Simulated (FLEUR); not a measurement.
# WC (Qusongite) (P-6m2) in FLEUR: further runs

One crystal, WC (Qusongite), is run at these levels: PBE; tasks: equation of state.

Program: FLEUR MaX-R8.1 (later development tree). These are calculated values, not measurements. Logs are shortened: lines on timing, memory, paths and dates and some standing lists are left out, and cuts for length are marked.

### Step 1. The crystal as given

It takes space group P-6m2 (No. 187, hexagonal). Conventional cell: a = 2.907 Å, b = 2.907 Å, c = 2.837 Å, α = 90.00°, β = 90.00°, γ = 120.00°. Around W (site symmetry -6m2) lie 6 C at 2.20 Å. C (site symmetry -6m2) is surrounded by 6 W at 2.20 Å.

### Step 2. Equation of state, PBE, 9.75 Å³/atom (volume scaled by 0.94)

Input file inp.xml:

```xml
<?xml version="1.0" encoding="UTF-8" standalone="no"?>
<fleurInput fleurInputVersion="0.39">
   <comment>
      WC                                                                                                  
   </comment>
   <calculationSetup>
      <cutoffs Kmax="5.03" Gmax="15.6" GmaxXC="15.6" numbands="0"/>
      <scfLoop itmax="60" minDistance="0.00001" maxIterBroyd="15" imix="Anderson" alpha="0.05" precondParam="0.0" spinf="2.0" sdNocoIR="T"/>
      <coreElectrons ctail="T" frcor="F" kcrel="0" coretail_lmax="0"/>
      <xcFunctional name="pbe" relativisticCorrections="F"/>
      <magnetism jspins="1"/>
      <soc l_soc="F" theta="0.0" phi="0.0" spav="F"/>
      <expertModes spex="0" secvar="F"/>
      <geometryOptimization l_f="F" forcealpha="1.0" forcemix="BFGS" epsdisp="0.0005" epsforce="0.0002"/>
      <ldaU l_linMix="F" mixParam="0.05" spinf="1.0"/>
   </calculationSetup>
   <cell>
      <bzIntegration valenceElectrons="32.0" mode="hist" fermiSmearingEnergy="0.00183747">
         <kPointListSelection listName="default-1"/>
         <!-- k-points included here -->
         <xi:include xmlns:xi="http://www.w3.org/2001/XInclude" href="kpts.xml"> </xi:include>
      </bzIntegration>
      <!-- symmetry operations included here -->
      <xi:include xmlns:xi="http://www.w3.org/2001/XInclude" href="sym.xml"> </xi:include>
      <bulkLattice scale="0.9795861087">
         <bravaisMatrix>
            <row-1>    5.4924889811498998     0.0000000000000000     0.0000000000000000</row-1>
            <row-2>   -2.7462444905749499     4.7566349876829213     0.0000000000000000</row-2>
            <row-3>    0.0000000000000000     0.0000000000000000     5.3603971250403593</row-3>
         </bravaisMatrix>
      </bulkLattice>
   </cell>
   <atomSpecies>
      <species name="Tungsten (W)" element="W" atomicNumber="74">
         <mtSphere radius="2.3" gridPoints="787" logIncrement="0.017"/>
         <atomicCutoffs lmax="10" lnonsphr="8"/>
         <electronConfig flipSpins="F">
            <coreConfig>(1s1/2) (2s1/2) (2p1/2) (2p3/2) (3s1/2) (3p1/2) (3p3/2) (4s1/2) (3d3/2) (3d5/2) (4p1/2) (4p3/2) (4d3/2) (4d5/2)</coreConfig>
            <valenceConfig>(5s1/2) (5p1/2) (5p3/2) (6s1/2) (4f5/2) (4f7/2) (5d3/2) (5d5/2)</valenceConfig>
            <stateOccupation state="(5d3/2)" spinUp="0.800000" spinDown="0.800000"/>
            <stateOccupation state="(5d5/2)" spinUp="1.200000" spinDown="1.200000"/>
         </electronConfig>
         <energyParameters s="6" p="6" d="5" f="4"/>
         <lo type="SCLO" l="0" n="5" eDeriv="0"/>
         <lo type="SCLO" l="1" n="5" eDeriv="0"/>
         <lo type="SCLO" l="2" n="5" eDeriv="2"/>
         <lo type="SCLO" l="3" n="4" eDeriv="2"/>
      </species>
      <species name="Carbon (C)" element="C" atomicNumber="6">
         <mtSphere radius="1.43" gridPoints="487" logIncrement="0.021"/>
         <atomicCutoffs lmax="8" lnonsphr="6"/>
         <electronConfig flipSpins="F">
            <coreConfig>(1s1/2)</coreConfig>
            <valenceConfig>(2s1/2) (2p1/2) (2p3/2)</valenceConfig>
            <stateOccupation state="(2p1/2)" spinUp="0.333333" spinDown="0.333333"/>
            <stateOccupation state="(2p3/2)" spinUp="0.666667" spinDown="0.666667"/>
         </electronConfig>
         <energyParameters s="2" p="2" d="3" f="4"/>
         <lo type="SCLO" l="0" n="2" eDeriv="2"/>
         <lo type="SCLO" l="1" n="2" eDeriv="2"/>
         <lo type="SCLO" l="2" n="3" eDeriv="2"/>
      </species>
   </atomSpecies>
   <atomGroups>
      <atomGroup species="Tungsten (W)">
         <relPos label="                   1">.0000000000 .0000000000 .0000000000</relPos>
         <force calculate="T" relaxXYZ="TTT"/>
      </atomGroup>
      <atomGroup species="Carbon (C)">
         <relPos label="                   2">-1.000/3.000 1.000/3.000 1.000/2.000</relPos>
         <force calculate="T" relaxXYZ="TTT"/>
      </atomGroup>
   </atomGroups>
   <output dos="F" band="F" slice="F">
      <checks vchk="F" cdinf="F"/>
      <bandDOS minEnergy="-.5*Htr" maxEnergy="0.5*Htr" sigma="0.015" storeEVData="T"/>
      <vacuumDOS vacdos="F" integ="F" star="F" nstars="0" locx1="0.0" locy1="0.0" locx2="0.0" locy2="0.0" nstm="0" tworkf="0.0"/>
      <unfoldingBand unfoldBand="F" supercellX="1" supercellY="1" supercellZ="1"/>
      <plotting iplot="0" polar="F">
         <plot TwoD="T" vec1="  1.0  0.0  0.0" vec2="  0.0  1.0  0.0" vec3="  0.0  0.0  1.0" zero="  0.0  0.0  0.0" file="plot"/>
      </plotting>
      <chargeDensitySlicing numkpt="0" minEigenval="0.0" maxEigenval="0.0" nnne="0" pallst="F"/>
      <specialOutput eonly="F"/>
      <moessbauerParams electricFieldGradient="T" isomerShift="T" coreHyperfine="T" valenceHyperfine="T"/>
      <magneticCircularDichroism mcd="F" energyLo="-10.0" energyUp="0.0"/>
   </output>
  <!-- We include the file relax.xml here to enable relaxations (see documentation) -->
  <xi:include xmlns:xi="http://www.w3.org/2001/XInclude" href="relax.xml"> <xi:fallback/> </xi:include>
</fleurInput>
```

Potentials or basis: all-electron, FLAPW.

The run is started by

```
inpgen -f crystal.txt -profile fastHighL
# inp.xml edited to the form shown
fleur_MPI
```

The log of the run:

```text
Welcome to FLEUR        (www.flapw.de)
      MaX-Release 8.1          (www.max-centre.eu)

 ========== k-point set info ==========
 Selected k-point list: default-1
 k-point list type: mesh
 10 x 10 x 9
 Number of k points: 70

 ------------Calculation Setup---------------------------
 Number of MPI-tasks      :            1
 Number of PE/node        :            1
 Number of OMP-threads    :            1
 Most efficient MPI parallelization for:
           1           2           5           7          10          14          35          70
 Additional eigenvalue parallelization possible
 Number of basis functions:          352
 Approximate size of matrices (H+S) per k-point:         0.004 GB
 --------------------------------------------------------
 Iteration:     1   Distance:      26.58752047 me/bohr^3
 Iteration:     2   Distance:      22.69113505 me/bohr^3
 Iteration:     3   Distance:       8.66182125 me/bohr^3
 Iteration:     4   Distance:       6.35970943 me/bohr^3
 Iteration:     5   Distance:       3.40218275 me/bohr^3
 Iteration:     6   Distance:       0.84181149 me/bohr^3
 Iteration:     7   Distance:       0.38374991 me/bohr^3
 Iteration:     8   Distance:       0.05521062 me/bohr^3
 Iteration:     9   Distance:       0.03511062 me/bohr^3
 Iteration:    10   Distance:       0.00738295 me/bohr^3
 Iteration:    11   Distance:       0.00455635 me/bohr^3
 Iteration:    12   Distance:       0.00083468 me/bohr^3
 Iteration:    13   Distance:       0.00013067 me/bohr^3
 Iteration:    14   Distance:       0.00015516 me/bohr^3
 Iteration:    15   Distance:       0.00000930 me/bohr^3

 ********************************************************************
 Run finished successfully
 Stop message:
   all done
 ********************************************************************
```

out.xml (last iteration):

```text
<iteration numberForCurrentRun="   15" overallNumber="   15">
         <energyParameters units="Htr">
            <atomicEP atomType="1" spin="1" branch="6s" branchLowest="-1.98" branchHighest="2.91" value="0.3744554471"/>
            <atomicEP atomType="1" spin="1" branch="6p" branchLowest="-0.57" branchHighest="4.00" value="0.5037864108"/>
            <atomicEP atomType="1" spin="1" branch="5d" branchLowest="-7.85" branchHighest="1.27" value="0.5468362502"/>
            <atomicEP atomType="1" spin="1" branch="4f" branchLowest="-9.99" branchHighest="-0.33" value="-0.2979895560"/>
            <loAtomicEP atomType="1" spin="1" branch="5s" branchLowest="-20.02" branchHighest="-1.98" value="-2.0163215894"/>
            <loAtomicEP atomType="1" spin="1" branch="5p" branchLowest="-14.64" branchHighest="-0.57" value="-0.7310105269"/>
            <loAtomicEP atomType="1" spin="1" branch="5d" branchLowest="-7.85" branchHighest="1.27" value="0.5438489683"/>
            <loAtomicEP atomType="1" spin="1" branch="4f" branchLowest="-9.99" branchHighest="-0.33" value="-0.3253987740"/>
            <atomicEP atomType="2" spin="1" branch="2s" branchLowest="-9.05" branchHighest="2.55" value="0.0884517439"/>
            <atomicEP atomType="2" spin="1" branch="2p" branchLowest="-9.99" branchHighest="2.31" value="0.2974961648"/>
            <atomicEP atomType="2" spin="1" branch="3d" branchLowest="-9.99" branchHighest="6.47" value="0.5087777028"/>
            <atomicEP atomType="2" spin="1" branch="4f" branchLowest="-9.99" branchHighest="10.66" value="0.6687680302"/>
            <loAtomicEP atomType="2" spin="1" branch="2s" branchLowest="-9.05" branchHighest="2.55" value="0.0884517439"/>
            <loAtomicEP atomType="2" spin="1" branch="2p" branchLowest="-9.99" branchHighest="2.31" value="0.2974787646"/>
            <loAtomicEP atomType="2" spin="1" branch="3d" branchLowest="-9.99" branchHighest="6.47" value="0.5087785315"/>
         </energyParameters>
         <eigenvalues>
            <eigenvaluesAt spin="1" ikpt="1" k_x="0.00000000" k_y="0.00000000" k_z="0.00000000">
                      -2.0193496760       -0.6955275639       -0.6907097404       -0.6907097404       -0.3335884935
                      -0.3330961713       -0.3330961713       -0.3327271793       -0.3327271793       -0.3321970518
                      -0.3315858171        0.1458616749        0.5224861446        0.5618627473        0.5618627473
                       0.6982131698        0.8242853551        0.8242853551        0.9136577125        0.9136577125
                       0.9440117966        1.2447360501        1.3303213420        1.3303213420        1.4937846216
            </eigenvaluesAt>
            <eigenvaluesAt spin="1" ikpt="2" k_x="0.00000000" k_y="0.00000000" k_z="0.11111111">
                      -2.0191170128       -0.6997323605       -0.6903436768       -0.6903436768       -0.3335807166
                      -0.3331377703       -0.3331377703       -0.3326338679       -0.3326338679       -0.3323673733
                      -0.3315833520        0.1578949824        0.5176126683        0.5672082159        0.5672082159
                       0.6978886615        0.7867028540        0.7867028540        0.9334236929        0.9334236929
[... 52 lines left out ...]
            <coreIsomerShift atomType="1" isTotal="1516856.32968">
               <shell n="1" l="0" isomerShift="1269550.50932"/>
               <shell n="2" l="0" isomerShift="181783.54677"/>
               <shell n="2" l="1" isomerShift="11091.10339"/>
               <shell n="3" l="0" isomerShift="40865.12552"/>
               <shell n="3" l="1" isomerShift="2785.40251"/>
               <shell n="4" l="0" isomerShift="10107.14596"/>
               <shell n="3" l="2" isomerShift="0.00109"/>
               <shell n="4" l="1" isomerShift="673.49486"/>
               <shell n="4" l="2" isomerShift="0.00027"/>
            </coreIsomerShift>
            <coreIsomerShift atomType="2" isTotal="124.11233">
               <shell n="1" l="0" isomerShift="124.11233"/>
            </coreIsomerShift>
            <isomerShift atomType="1" nucleusRadius="0.0001343" averageDensity="1518722.07037"/>
            <isomerShift atomType="2" nucleusRadius="0.0000541" averageDensity="128.82174"/>
            <electricFieldGradient atomType="1" VXX="0.76688" VYY="0.76688" VZZ="-1.53376" asymParam="0.00000">
            </electricFieldGradient>
            <electricFieldGradient atomType="2" VXX="-0.00452" VYY="-0.00452" VZZ="0.00903" asymParam="0.00000">
            </electricFieldGradient>
         </moessbauerParams>
         <totalEnergy                                    value="   -16204.2480094902" units="Htr">
            <sumOfEigenvalues                            value="    -9891.7892878354">
               <coreElectrons value="-9883.8012028716"/>
               <valenceElectrons value="-7.9880849638"/>
            </sumOfEigenvalues>
            <densityCoulombPotentialIntegral value="-27713.5999144267"/>
            <densityEffectivePotentialIntegral value="-28146.4507764672"/>
            <chargeDenXCDenIntegral value="-330.9220988231"/>
            <FockExchangeEnergyValence value="0.0000000000"/>
            <FockExchangeEnergyCore value="0.0000000000"/>
            <atomTypeDependentContributions atomType="1">
               <electronNucleiInteractionDifferentMTs value="20165.9051311299"/>
               <MadelungTerm value="-58.3819792508"/>
            </atomTypeDependentContributions>
            <atomTypeDependentContributions atomType="2">
               <electronNucleiInteractionDifferentMTs value="42.0837134238"/>
               <MadelungTerm value="-4.8166182811"/>
            </atomTypeDependentContributions>
            <tkbTimesEntropy value="0.0000762161"/>
            <freeEnergy value="-16204.2480857063"/>
            <extrapolationTo0K value="-16204.2480475983"/>
         </totalEnergy>
         <densityConvergence units="me/bohr^3">
            <chargeDensity spin="1" distance="0.0000092966"/>
         </densityConvergence>
      </iteration>
```

Wall time 54 s (1 thread of Arm Neoverse V2, shared host); peak memory 0.08 GiB.

What came out:

- Free energy: -440940.0535 eV
- Band gap on the k mesh: none (metal or under the smearing width)
- Valence electrons inside the program's atomic spheres: W 25.52; C 2.28 (radii W 2.3, C 1.43 bohr)

### Step 3. Equation of state, PBE, 9.96 Å³/atom (volume scaled by 0.96)

Edit inp.xml of step 2 so:

```diff
@@ -24,3 +24,3 @@
       <xi:include xmlns:xi="http://www.w3.org/2001/XInclude" href="sym.xml"> </xi:include>
-      <bulkLattice scale="0.9795861087">
+      <bulkLattice scale="0.9864848297">
          <bravaisMatrix>
```

Potentials or basis: all-electron, FLAPW.

The run is started by

```
inpgen -f crystal.txt -profile fastHighL
# inp.xml edited to the form shown
fleur_MPI
```

Run time: 55 s. Hardware: 1 thread of Arm Neoverse V2, shared host; peak memory 0.08 GiB.

The run converged. Its results:

```yaml
Free_energy: -440940.1296 eV
Band_gap_on_the_k_mesh: none (metal or under the smearing width)
Valence_electrons_inside_the_program's_atomic_spheres: W 25.47; C 2.26 (radii W 2.3, C 1.43 bohr)
```

### Step 4. Equation of state, PBE, 10.17 Å³/atom (volume scaled by 0.98)

Edit inp.xml of step 3 so:

```diff
@@ -24,3 +24,3 @@
       <xi:include xmlns:xi="http://www.w3.org/2001/XInclude" href="sym.xml"> </xi:include>
-      <bulkLattice scale="0.9864848297">
+      <bulkLattice scale="0.9932883884">
          <bravaisMatrix>
```

The run is started by

```
inpgen -f crystal.txt -profile fastHighL
# inp.xml edited to the form shown
fleur_MPI
```

Run time: 57 s. Hardware: 1 thread of Arm Neoverse V2, shared host; peak memory 0.08 GiB.

It converged, with:

```
Free energy                                           : -440940.1794 eV
Band gap on the k mesh                                : none (metal or under the smearing width)
Valence electrons inside the program's atomic spheres : W 25.42; C 2.24 (radii W 2.3, C 1.43 bohr)
```

### Step 5. Equation of state, PBE, 10.38 Å³/atom

Edit inp.xml of step 4 so:

```diff
@@ -24,3 +24,3 @@
       <xi:include xmlns:xi="http://www.w3.org/2001/XInclude" href="sym.xml"> </xi:include>
-      <bulkLattice scale="0.9932883884">
+      <bulkLattice scale="1.0000000000">
          <bravaisMatrix>
```

The run is started by

```
inpgen -f crystal.txt -profile fastHighL
# inp.xml edited to the form shown
fleur_MPI
```

It took 59 s on 1 thread of Arm Neoverse V2, shared host; peak memory 0.08 GiB.

The run converged. Its results:

```yaml
Free_energy: -440940.2056 eV
Band_gap_on_the_k_mesh: none (metal or under the smearing width)
Valence_electrons_inside_the_program's_atomic_spheres: W 25.38; C 2.22 (radii W 2.3, C 1.43 bohr)
```

### Step 6. Equation of state, PBE, 10.58 Å³/atom (volume scaled by 1.02)

Edit inp.xml of step 5 so:

```diff
@@ -24,3 +24,3 @@
       <xi:include xmlns:xi="http://www.w3.org/2001/XInclude" href="sym.xml"> </xi:include>
-      <bulkLattice scale="1.0000000000">
+      <bulkLattice scale="1.0066227096">
          <bravaisMatrix>
```

Potentials or basis: all-electron, FLAPW.

The run is started by

```
inpgen -f crystal.txt -profile fastHighL
# inp.xml edited to the form shown
fleur_MPI
```

Wall time 60 s (1 thread of Arm Neoverse V2, shared host); peak memory 0.08 GiB.

Results (log left out):

```
Free energy                                           : -440940.2105 eV
Band gap on the k mesh                                : none (metal or under the smearing width)
Valence electrons inside the program's atomic spheres : W 25.34; C 2.21 (radii W 2.3, C 1.43 bohr)
```

### Step 7. Equation of state, PBE, 10.79 Å³/atom (volume scaled by 1.04)

Edit inp.xml of step 6 so:

```diff
@@ -24,3 +24,3 @@
       <xi:include xmlns:xi="http://www.w3.org/2001/XInclude" href="sym.xml"> </xi:include>
-      <bulkLattice scale="1.0066227096">
+      <bulkLattice scale="1.0131594038">
          <bravaisMatrix>
```

The run is started by

```
inpgen -f crystal.txt -profile fastHighL
# inp.xml edited to the form shown
fleur_MPI
```

Run time: 63 s. Hardware: 1 thread of Arm Neoverse V2, shared host; peak memory 0.08 GiB.

The run converged. Its results:

```yaml
Free_energy: -440940.1962 eV
Band_gap_on_the_k_mesh: none (metal or under the smearing width)
Valence_electrons_inside_the_program's_atomic_spheres: W 25.30; C 2.19 (radii W 2.3, C 1.43 bohr)
```

### Step 8. Equation of state, PBE, 11.00 Å³/atom (volume scaled by 1.06)

Edit inp.xml of step 7 so:

```diff
@@ -24,3 +24,3 @@
       <xi:include xmlns:xi="http://www.w3.org/2001/XInclude" href="sym.xml"> </xi:include>
-      <bulkLattice scale="1.0131594038">
+      <bulkLattice scale="1.0196128224">
          <bravaisMatrix>
```

The run is started by

```
inpgen -f crystal.txt -profile fastHighL
# inp.xml edited to the form shown
fleur_MPI
```

Wall time 74 s (1 thread of Arm Neoverse V2, shared host); peak memory 0.08 GiB.

Results (log left out):

```yaml
Free_energy: -440940.1646 eV
Band_gap_on_the_k_mesh: none (metal or under the smearing width)
Valence_electrons_inside_the_program's_atomic_spheres: W 25.27; C 2.17 (radii W 2.3, C 1.43 bohr)
```

### Step 9. Equation of state, PBE

Potentials or basis: all-electron, FLAPW.

This step only gathers the single runs of the series.

Results:

| Property | Result |
| --- | --- |
| Equilibrium volume | 10.53 Å³/atom |
| Bulk modulus at fixed shape and positions | 386 GPa |
| Pressure derivative of the bulk modulus | 4.2 |

Energy against volume, from the lowest point:
| volume (Å³/atom) | energy (meV/atom) |
| --- | --- |
| 9.754 | 78.52 |
| 9.961 | 40.48 |
| 10.169 | 15.56 |
| 10.376 | 2.46 |
| 10.584 | 0.00 |
| 10.791 | 7.17 |
| 10.999 | 22.96 |

Caveat: the cell was scaled at fixed shape and fractional positions, which overstates the stiffness of a crystal with free parameters, most of all of layers and chains. Spin-orbit coupling is left out, which matters for the levels of W.
